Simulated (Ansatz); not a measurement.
Au:

```
CELL_PARAMETERS angstrom
2.81549 0.00000 0.00000
-0.01296 2.82018 0.00000
-1.13789 -1.18541 4.92401
ATOMIC_POSITIONS crystal
Au 0.67286 0.66596 0.27405
Au 0.32714 0.33404 0.72594
```

This isn't the form of Au at room conditions, which is fcc.

Program: Ansatz 0.2.0. Alike in all runs: task band structure; cell as given; cutoff (eV) 280; smearing fermi-dirac 0.05 eV; basis error allowed 0.001 eV/atom.

Problem. Order these runs on this cell by their pressure, lowest first.
A. level LDA; potentials or basis all-electron LAPW, scalar-relativistic; spin off; k mesh 10 × 10 × 6
B. level PBEsol; potentials or basis all-electron LAPW, relativistic spinors; spin SOC, no magnetisation; k mesh 8 × 8 × 4
C. level PBEsol; potentials or basis all-electron LAPW, scalar-relativistic; spin off; k mesh 10 × 10 × 6

Solution. A (-11.8 GPa), B (-9.6 GPa), C (-8.0 GPa).

Caveats: the k mesh is thin for a metal, which can move the energy by tens of meV per atom (some runs).

Not every run made on this cell is shown here.
